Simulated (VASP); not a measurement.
## A VASP 6.6.1 single-point calculation on SrO

INCAR

```
LCHARG = .FALSE.
NSW = 0
ISMEAR = -1
PREC = Accurate
NBANDS = 15
IBRION = -1
NELM = 87
ISIF = 2
LREAL = .FALSE.
LASPH = .TRUE.
TIME = 0.1
SIGMA = 0.02
EDIFF = 1E-7
ENCUT = 520
METAGGA = MBJ
LWAVE = .FALSE.
ALGO = Damped
```

KPOINTS

```
KPOINTS created by Atomic Simulation Environment
0
Gamma
8 8 8
0 0 0
```

POSCAR

```
Sr O
 1.0000000000000000
     0.0000000000000000    2.5024955561000000    2.6241984298999999
     2.5024955561000000    0.0000000000000000    2.6241984298999999
     2.5024955561000000    2.5024955561000000    0.0000000000000000
 Sr  O
   1   1
Cartesian
  0.0000000000000000  0.0000000000000000  0.0000000000000000
  2.5024955561000004  2.5024955561000004  2.6241984298999999
```

The recommended PBE PAW datasets give the neutral cell 16 valence electrons.

Command

```
mpirun -np 1 vasp_std
```

OSZICAR

```
N       E                     dE             d eps       ncg     rms           ort
DAV:   1     0.286455136426E+03    0.28646E+03   -0.92945E+03   885   0.110E+03
DAV:   2     0.170898644424E+03   -0.11556E+03   -0.10322E+03   885   0.269E+02
DAV:   3     0.161220269390E+03   -0.96784E+01   -0.92312E+01   885   0.761E+01
DAV:   4     0.160281665611E+03   -0.93860E+00   -0.91239E+00   885   0.239E+01
DAV:   5     0.160160055459E+03   -0.12161E+00   -0.11907E+00   885   0.771E+00
SDA:   6     0.165436923888E+03    0.52769E+01   -0.17895E+01   885   0.179E+02   0.000E+00
DMP:   7     0.163894896934E+03   -0.15420E+01   -0.19153E+01   885   0.105E+02   0.136E+02
DMP:   8     0.162562102176E+03   -0.13328E+01   -0.11156E+01   885   0.398E+01   0.113E+02
DMP:   9     0.162092342567E+03   -0.46976E+00   -0.40892E+00   885   0.130E+01   0.439E+01
DMP:  10     0.162224638858E+03    0.13230E+00   -0.13926E+00   885   0.106E+01   0.528E+00
...
DMP:  79     0.163210998782E+03    0.49731E-05   -0.10794E-07   885   0.367E-07   0.112E-06
DMP:  80     0.163211003261E+03    0.44795E-05   -0.98784E-08   885   0.337E-07   0.103E-06
DMP:  81     0.163211007302E+03    0.40409E-05   -0.90682E-08   885   0.310E-07   0.940E-07
DMP:  82     0.163211010953E+03    0.36510E-05   -0.83441E-08   885   0.287E-07   0.863E-07
DMP:  83     0.163211014256E+03    0.33032E-05   -0.76897E-08   885   0.265E-07   0.795E-07
DMP:  84     0.163211017249E+03    0.29930E-05   -0.70936E-08   885   0.244E-07   0.733E-07
DMP:  85     0.163211019964E+03    0.27154E-05   -0.65454E-08   885   0.226E-07   0.676E-07
DMP:  86     0.163211022431E+03    0.24666E-05   -0.60396E-08   885   0.208E-07   0.624E-07
DMP:  87     0.163211024674E+03    0.22432E-05   -0.55702E-08   885   0.192E-07   0.576E-07
   1 F= 0.16321102E+03 E0= 0.16321102E+03  d E =-.130020E-10
```

Standard output (part)

```
POSCAR found type information on POSCAR SrO
 POSCAR found :  2 types and       2 ions
 LDA part: xc-table for (None), standard interpolation
 POSCAR, INCAR and KPOINTS ok, starting setup
 WAVECAR not read
 entering main loop
 final diagonalization occupied
|     The electronic self-consistency was not achieved in the given           |
|     number of steps (NELM). The forces and other quantities evaluated       |
|     might not be reliable so examine the results carefully. If you find     |
|     spurious results, we suggest increasing NELM, if you were close to      |
|     convergence or switching to a different ALGO or adjusting the           |
|     density mixing parameters otherwise.                                    |
```

It didn't converge.

The run took about 2.4 min on one core of a shared host (Intel Xeon Platinum 8488C) and held 0.2 GiB at most.
